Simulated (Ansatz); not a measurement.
## In: levels along high-symmetry lines

```
In
1.0
    -1.62615    1.62615    2.47395
     1.62615   -1.62615    2.47395
     1.62615    1.62615   -2.47395
In
1
Cartesian
  0.0000 0.0000 0.0000
```

The cell is COD entry 9017523, as deposited and not checked against the literature; nothing was relaxed.

Computed with DFT, PBE, all-electron LAPW, Dirac equation with spin-orbit coupling in Ansatz 0.2.0.

The runs use a Γ-centred 14×14×14 k mesh, Fermi–Dirac smearing of 0.05 eV, basis error target 0.5 meV/atom, no spin polarisation.

Points in fractions of the reciprocal vectors of this cell: Γ (0, 0, 0), X (0, 0, 0.5), P (0.25, 0.25, 0.25), N (0, 0.5, 0), M (0.5, 0.5, -0.5), S (0.358, 0.642, -0.358), S0 (-0.358, 0.358, 0.358). The path joins them by straight lines in the order Γ–X–P–N–Γ–M–S–S0–Γ; legs that retrace an earlier one aren't tabulated. Energies are in eV from the Fermi level.

Problem. Is there a gap?

Solution. none: bands cross the Fermi level, a metal.

Problem. List the levels between -8 and 6 eV at the symmetry points.

Solution. 
Γ: none in this range
X: -2.01 (×2), -1.68 (×2), 3.41 (×2), 3.99 (×2)
P: -1.27 (×2), -0.26 (×2), 0.04 (×2), 1.70 (×2)
N: -4.33 (×2), -3.42 (×2)
M: -2.95 (×2), -2.72 (×2), 4.49 (×2), 4.88 (×2)
S: -2.54 (×2), -1.27 (×2), -0.54 (×2)
S0: -2.54 (×2), -1.27 (×2), -0.54 (×2)
